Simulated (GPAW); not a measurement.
A run of GPAW 26.7.0 is set up as follows.

The input run.py:

```python
import numpy as np
from ase.dft.bandgap import bandgap
from ase.io import read, write
from ase.units import GPa
from gpaw import GPAW, PW
from gpaw.spinorbit import soc_eigenstates

atoms = read('WS2.cif')

calc = GPAW(mode=PW(600),
            xc='MGGA_X_R4SCAN+MGGA_C_R2SCAN',
            kpts={'size': (7, 7, 2), 'gamma': True},
            occupations={'name': 'fermi-dirac', 'width': 0.05},
            nbands=25,
            convergence={'density': 1e-05, 'energy': 1e-05},
            maxiter=150,
            txt='gpaw.txt')
atoms.calc = calc
energy = atoms.get_potential_energy()
forces = atoms.get_forces()
stress = atoms.get_stress()
calc.write('gs.gpw')
write('result.traj', atoms)
print(f'Energy: {energy:.6f} eV')
print('Forces (eV/A):')
print(forces.round(4))
print('Stress (GPa):', (stress / GPa).round(3))
print('Fermi level:', round(calc.get_fermi_level(), 4), 'eV')
print(f'Gap: {bandgap(calc)[0]:.4f} eV, direct: {bandgap(calc, direct=True)[0]:.4f} eV')

path = atoms.cell.bandpath('GMKGALHA,LM,KH', npoints=60, eps=1e-4)
bs_calc = calc.fixed_density(kpts=path, symmetry='off', nbands=48,
                             convergence={'bands': 'CBM+6.0', 'eigenstates': 1e-6}, txt='bands.txt')
bs = bs_calc.band_structure()
bs.write('bs.json')
print(f'Gap on the path: {bandgap(bs_calc)[0]:.4f} eV')

soc = soc_eigenstates(bs_calc, theta=0, phi=0, ignore_xc_potential=True)
np.savetxt('soc_bands.dat', soc.eigenvalues(), fmt='%.4f')
mesh = soc_eigenstates('gs.gpw', theta=0, phi=0, ignore_xc_potential=True)
np.savetxt('soc_mesh.dat', mesh.eigenvalues(), fmt='%.4f')
print('Fermi level with spin-orbit coupling:', round(mesh.fermi_level, 4), 'eV')
```

WS2.cif

```cif
data_WS2
_cell_length_a 3.18351636
_cell_length_b 3.18351636
_cell_length_c 16.95057789
_cell_angle_alpha 90.00000000
_cell_angle_beta 90.00000000
_cell_angle_gamma 120.00000000
_space_group_name_H-M_alt 'P-6m2'
_space_group_name_Hall 'P -6 2'
_space_group_IT_number 187
loop_
_space_group_symop_operation_xyz
'x,y,z'
'-x+y,-x,-z'
'-y,x-y,z'
'x,y,-z'
'-x+y,-x,z'
'-y,x-y,-z'
'-y,-x,-z'
'x,x-y,z'
'-x+y,y,-z'
'-y,-x,z'
'x,x-y,-z'
'-x+y,y,z'
loop_
_atom_site_label
_atom_site_type_symbol
_atom_site_symmetry_multiplicity
_atom_site_Wyckoff_symbol
_atom_site_fract_x
_atom_site_fract_y
_atom_site_fract_z
_atom_site_occupancy
W1 W 1 a 0.0000000000 0.0000000000 0.0000000000 1
S1 S 2 h 0.3333333333 0.6666666667 0.0920005100 1
```

Potentials or basis: GPAW PAW data sets (gpaw-data 1.2.1), pw.

Run with:

```bash
$ OMP_NUM_THREADS=1 python run.py
```

Problem. Estimate the largest force.

Solution. 0.224 eV/Å.

Problem. Predict the band gap along the path.

Solution. 1.67 eV, direct.

Forces on the atoms (eV/Å):
```
W    0.000  0.000  0.000
S    0.000  0.000 -0.224
S    0.000  0.000  0.224
```

Caveat: spin-orbit coupling was added after a scalar SCF, so levels and gaps hold it while energy, forces, pressure and moments don't; this program's spin-orbit splittings come out too wide for heavy elements; the PAW data sets were made with another functional, which shifts forces and pressure a little.
